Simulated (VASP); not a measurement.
Given:

Space group F-43m (No. 216); a = 6.140 Å, b = 6.140 Å, c = 6.140 Å, α = 90.00°, β = 90.00°, γ = 90.00°

```json
[
 {"atom": "Al", "site": "4a", "symmetry": "-43m", "x": "0.0000", "y": "0.0000", "z": "0.0000"},
 {"atom": "Sb", "site": "4d", "symmetry": "-43m", "x": "0.7500", "y": "0.7500", "z": "0.7500"}
]
```
(The calculation used a cell of 2 atoms; values per cell refer to that cell.)

All values below come from Bethe-Salpeter equation (Tamm-Dancoff) on G0W0 levels and PBE orbitals, VASP's PBE PAW potentials (set 64) (plane waves; VASP). Numerical set-up: PREC = Normal, 350 eV cut-off, 6×6×6 Γ-centred mesh, Gaussian smearing of 0.010 eV, potentials Al_GW Sb_d_GW.

The mesh is coarse, so the spectrum and binding energies are not converged. Unless said otherwise, spin-orbit coupling is left out, though it shifts the bands of the heavy elements here.

The BSE takes 3 valence and 4 conduction bands in the Tamm-Dancoff approximation; the smallest direct G0W0 gap on the mesh is 2.41 eV.

Q: Where does the first bright exciton lie on this mesh?

A: At 2.28 eV. Its distance from the direct gap isn't converged on a mesh this coarse and overstates the binding.

```
ħω (eV)    ε₂
-------  ----
0.00     0.00
0.40     0.10
0.70     0.19
1.10     0.37
1.40     0.60
1.80     1.36
2.20     9.41
2.50     9.73
2.90     31.5
3.20     7.71
3.60     41.6
3.90     48.7
4.30     8.24
4.70     6.01
5.00     5.56
5.40     3.63
5.70     6.30
6.10     6.45
6.50     4.53
6.80     3.01
7.20     2.80
7.50     1.68
7.90     0.85
8.30     0.68
8.60     1.27
9.00     0.57
9.30     1.36
9.70     0.94
10.10    0.53
10.40    0.34
10.80    0.10
11.10    0.14
11.50    0.22
11.80    0.24
12.20    0.07
12.60    0.05
12.90    0.03
13.30    0.03
13.60    0.02
14.00    0.02
```

The compound is AlSb in the zinc blende structure. The cell was not relaxed at this level.
